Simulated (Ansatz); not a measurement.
The system is PbF2 (Fluorocronite).

```
Pb F
1.0
     0.00000    2.96366    2.96366
     2.96366    0.00000    2.96366
     2.96366    2.96366    0.00000
Pb F
1 2
Cartesian
  0.0000 0.0000 0.0000
  4.4455 4.4455 4.4455
  1.4818 1.4818 1.4818
```

Base run:

- Program: Ansatz 0.2.0
- Functional: RPBE
- Potentials or basis: Ansatz PAW
- Cutoff: 420 eV (not typed: the program's choice for these potentials)
- k mesh: 8 × 8 × 8
- Occupations: gaussian, width 0.05 eV
- Spin: no spin polarisation

Its results: band gap on the k mesh 4.55 eV, indirect (least direct gap 4.69 eV); pressure 5.9 GPa.

Task: The run is repeated on the same cell with these changes: functional from RPBE to PBE. What comes out?

Result: Band gap on the k mesh 4.42 eV, indirect (least direct gap 4.57 eV); pressure 2.7 GPa.

PBE binds more tightly than RPBE, so the same cell stands under less pressure.

Caveats: spin-orbit coupling is left out, which as a rule narrows the gap of such compounds by several tenths of an eV; the PAW data sets come from PBE, with cores solved anew for the run's functional, which leaves a small shift of forces and pressure (some runs).

A k mesh can miss the band edges.
